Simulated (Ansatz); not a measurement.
Input of an Ansatz 0.2.0 run:

input.yaml

```yaml
crystal:
  lattice:
    - [2.4705617809, 0.0, 0.0]
    - [-1.2352808905, 2.1395692639, 0.0]
    - [0.0, 0.0, 8.0882338]
  atoms:
    - { symbol: Co, position: [0.6666666667, 0.3333333333, 0.75], spin: 2.0 }
    - { symbol: Co, position: [0.0, 0.0, 0.5], spin: 2.0 }
    - { symbol: Co, position: [0.3333333333, 0.6666666667, 0.25], spin: 2.0 }
    - { symbol: Co, position: [0.0, 0.0, 0.0], spin: 2.0 }
hamiltonian:
  xc: blyp
  pseudopotentials: { kind: paw }
magnetization:
  spin_polarized: true
kpoints:
  mp_grid: { grid: [12, 12, 4] }
  band_path:
    path:
      - [[0.0, 0.0, 0.0], [0.5, 0.0, 0.0], [0.3333333333, 0.3333333333, 0.0], [0.0, 0.0, 0.0], [0.0, 0.0, 0.5], [0.5, 0.0, 0.5], [0.3333333333, 0.3333333333, 0.5], [0.0, 0.0, 0.5]]
      - [[0.5, 0.0, 0.5], [0.5, 0.0, 0.0]]
      - [[0.3333333333, 0.3333333333, 0.0], [0.3333333333, 0.3333333333, 0.5]]
    npoints: 14
scf:
  occupations: { method: fermi_dirac, width: 0.05 }
  n_extra_bands: 10
output:
  forces: true
  stress: true
  eigenvalues: true
  fatbands: false
```

Potentials or basis: Ansatz PAW.

Command:

```bash
$ ansatz run input.yaml --threads 2 --pin off --max-ram 5120MiB --backend cpu --events-out ev --progress --plain --runs-dir out
```

Problem. Predict the net moment.

Solution. 6.45 μB per cell.

Problem. Estimate the band gap on the k mesh.

Solution. None (metal or under the smearing width).

Stress tensor (GPa, compression positive):
```
15.06  0.00  0.00
 0.00 15.06  0.00
 0.00  0.00 11.44
```

Caveat: the PAW data sets come from PBE, with cores solved anew for the run's functional, which leaves a small shift of forces and pressure.
